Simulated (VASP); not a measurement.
**PbSe in VASP 6.6.1, single-point calculation**

INCAR

```
ISIF = 2
SIGMA = 0.005
LWAVE = .FALSE.
IBRION = -1
PREC = Accurate
ENCUT = 520
LASPH = .TRUE.
LCHARG = .FALSE.
NSW = 0
GGA = PE
ISMEAR = 0
NBANDS = 17
EDIFF = 1E-7
NELM = 120
LREAL = Auto
```

KPOINTS

```
KPOINTS created by Atomic Simulation Environment
0
Gamma
8 8 8
0 0 0
```

POSCAR

```
Pb Se
 1.0000000000000000
     0.0000000000000000    3.0887022205000001    3.0887022205000001
     3.1504762649000000    0.0000000000000000    3.0887022205000001
     3.1504762649000000    3.0887022205000001    0.0000000000000000
 Pb  Se
   1   1
Cartesian
  0.0000000000000000  0.0000000000000000  0.0000000000000000
  3.1504762649000000  3.0887022205000001  3.0887022205000001
```

The recommended PBE PAW datasets give the neutral cell 20 valence electrons.

Command

```
mpirun -np 1 vasp_std
```

Predict the outcome of this run.

It converged. Results: gap between bands v and c on the k mesh 0.43 eV; least direct gap on the k mesh 0.43 eV; pressure 0.0 GPa. Band v is the last that the valence electrons fill when counted band by band, and c is the next.

OSZICAR

```
N       E                     dE             d eps       ncg     rms          rms(c)
DAV:   1     0.159444121992E+03    0.15944E+03   -0.94919E+03  2006   0.118E+03
DAV:   2     0.352615955914E+01   -0.15592E+03   -0.15088E+03  2117   0.307E+02
DAV:   3    -0.822950720699E+01   -0.11756E+02   -0.11649E+02  2574   0.896E+01
DAV:   4    -0.850782457907E+01   -0.27832E+00   -0.27810E+00  2484   0.157E+01
DAV:   5    -0.851714386815E+01   -0.93193E-02   -0.93189E-02  2878   0.279E+00    0.271E+00
DAV:   6    -0.819530981500E+01    0.32183E+00   -0.81860E-01  3005   0.588E+00    0.147E+00
DAV:   7    -0.819125531435E+01    0.40545E-02   -0.12832E-01  2419   0.167E+00    0.840E-01
DAV:   8    -0.819500183509E+01   -0.37465E-02   -0.14997E-02  2404   0.129E+00    0.193E-01
DAV:   9    -0.819438288120E+01    0.61895E-03   -0.32816E-03  3131   0.519E-01    0.602E-02
DAV:  10    -0.819447581167E+01   -0.92930E-04   -0.24746E-04  2317   0.920E-02    0.214E-02
DAV:  11    -0.819448378114E+01   -0.79695E-05   -0.56347E-05  2647   0.755E-02    0.806E-03
DAV:  12    -0.819448387235E+01   -0.91208E-07   -0.30408E-06  2559   0.121E-02    0.195E-03
DAV:  13    -0.819448390956E+01   -0.37210E-07   -0.19167E-07  2491   0.377E-03
   1 F= -.81944839E+01 E0= -.81944839E+01  d E =-.469915E-54
```

For comparison, a separate PBE run of the intended cell, on usual settings and not on those above, gives a gap of 0.43 eV on its mesh and a pressure of 0.0 GPa.
